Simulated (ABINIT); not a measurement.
Runs of ABINIT 10.8.3 (patched build) on Ge. The structure is cubic, space group Fd-3m (No. 227). The conventional cell has a = 5.658 Å, b = 5.658 Å, c = 5.658 Å, α = 90.00°, β = 90.00°, γ = 90.00°. Ge (site symmetry -43m) is surrounded by 4 Ge at 2.45 Å. 

```tsv
task	level	potentials or basis	cell	cell freedom (optcell)	optimiser (ionmov)	cutoff smearing ecutsm (Ha)	force stop (Ha/bohr)	gap on the mesh (eV)	pressure (GPa)	relaxed volume (Å³/atom)
relaxation of cell and atoms	LDA	PseudoDojo NC SR LDA v0.4.1 standard	relaxed	2	2	0.5	2e-05	none	0.0	(a)
single point	LDA	PseudoDojo NC SR LDA v0.4.1 standard	cell relaxed	-	-	-	-	none	0.0	-
single point	PBE	PseudoDojo NC SR PBE v0.4.1 standard	cell relaxed	-	-	-	-	none	0.0	-
relaxation of cell and atoms	PBE	PseudoDojo NC SR PBE v0.4.1 standard	relaxed	2	2	0.5	2e-05	none	0.0	24.00
```

Alike in all rows: no spin polarisation; k mesh 6 × 6 × 6; cutoff (eV) 1088; smearing fermi-dirac 0.05 eV.

Question: Estimate the missing entries.

Answer: (a) 22.22.

Caveats: this crystal is a semiconductor, whose small gap the functional closes, so the metal is an error of the method.

A k mesh can miss the band edges, and the runs leave out spin-orbit coupling on Ge.

A gap of «none» marks a metal or a gap under the smearing width.
